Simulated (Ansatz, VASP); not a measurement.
# Two plane-wave programs on GaN

Contents of INCAR:

```
SYSTEM = GaN
ALGO = Normal
EDIFF = 1E-6
ENCUT = 520
ISIF = 2
ISMEAR = -1
LASPH = .True.
LCHARG = .True.
LELF = .True.
LMIXTAU = .True.
LREAL = .False.
LVHAR = .True.
LWAVE = .False.
METAGGA = R2SCAN
NBANDS = 16
NELM = 60
PREC = Accurate
SIGMA = 0.05
```

Contents of KPOINTS:

```
k-points
0
Gamma
  10 10 10
  0 0 0
```

POSCAR

```
GaN
1.0
    0.0000000000      2.2535006075      2.2535006075
    2.2535006075      0.0000000000      2.2535006075
    2.2535006075      2.2535006075      0.0000000000
Ga N
1 1
Direct
    0.0000000000      0.0000000000      0.0000000000
    0.2500000000      0.2500000000      0.2500000000
```

The input input.yaml:

```yaml
crystal:
  lattice:
    - [0.0, 2.2535006075, 2.2535006075]
    - [2.2535006075, 0.0, 2.2535006075]
    - [2.2535006075, 2.2535006075, 0.0]
  atoms:
    - { symbol: Ga, position: [0.0, 0.0, 0.0] }
    - { symbol: "N", position: [0.25, 0.25, 0.25] }
hamiltonian:
  xc: r2scan
  pseudopotentials: { kind: paw }
kpoints:
  mp_grid: { grid: [10, 10, 10] }
scf:
  occupations: { method: fermi_dirac, width: 0.05 }
output:
  forces: true
  stress: true
  eigenvalues: true
```

The cell is a database's computed one.

Alike in both runs: task single point; functional r2SCAN; k mesh 10 × 10 × 10; occupations fermi-dirac, width 0.05 eV; no spin polarisation.

```csv
,VASP,Ansatz
version,VASP 6.6.1,Ansatz 0.2.0
potentials or method,"VASP PAW PBE potentials, release 64 (Ga_d, N)",Ansatz PAW
plane-wave cutoff (eV),520,500
valence electrons in the cell,18,18
```

```csv
,VASP,Ansatz,Ansatz less VASP
gap on the k mesh at the Fermi level (eV),2.12,2.13,+0.008
least direct gap on the mesh (eV),2.12,2.13,+0.008
pressure (GPa),-0.1,-1.2,-1.10
```

With one functional, cell and mesh, what is left measures potentials, basis and numerics.

Caveats: the PAW data sets were made with another functional, which shifts forces and pressure a little (VASP); the PAW data sets come from PBE, with cores solved anew for the run's functional, which leaves a small shift of forces and pressure (Ansatz). r2SCAN opens gaps a little over a GGA but as a rule still falls short of measured ones.
